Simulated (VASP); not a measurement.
# AlAs: relaxation of cell and atoms with r2SCAN

AlAs:

```
Al As
1.0
     0.00000    2.83813    2.83813
     2.83813    0.00000    2.83813
     2.83813    2.83813    0.00000
Al As
1 1
Direct
  0.00000 0.00000 0.00000
  0.25000 0.25000 0.25000
```

* Program: VASP 6.6.1
* Task: relaxation of cell and atoms
* Functional: r2SCAN
* Potentials or basis: VASP PAW PBE potentials, release 64 (Al, As)
* Cutoff: 600 eV
* k mesh: 8 × 8 × 8
* Occupations: gaussian, width 0.03 eV
* Spin: no spin polarisation
* Further INCAR settings: ALGO = Normal; EDIFF = 1e-07; IBRION = 2; EDIFFG = -0.005; NSW = 90; ISIF = 3

```yaml
Pressure_after_relaxing: 0.0 GPa
Band_gap_on_the_k_mesh: 1.80 eV, indirect (least direct gap 2.64 eV)
```

Final structure:
```
Al As
1.0
     0.00000    2.83813    2.83813
     2.83813    0.00000    2.83813
     2.83813    2.83813    0.00000
Al As
1 1
Direct
  0.00000 0.00000 0.00000
  0.25000 0.25000 0.25000
```

Levels at points of the mesh, in eV from the valence-band top:
```tsv
k point	band 2	band 3	band 4	band 5	band 6	band 7
(0.00, 0.00, 0.00)	0.00	0.00	0.00	2.64	4.70	4.70
(0.50, 0.00, 0.00)	-5.66	-0.84	-0.84	2.62	5.10	5.10
(0.50, 0.50, 0.00)	-5.51	-2.22	-2.22	1.80	2.68	11.12
```

Run time: 56 s on 1 thread of AMD EPYC 9R14 (Zen 4), with other jobs on the host, peak memory 0.16 GiB.

Caveat: the relaxation stopped at its first step, so nothing moved; the PAW data sets were made with another functional, which shifts forces and pressure a little. A k mesh can miss the band edges.
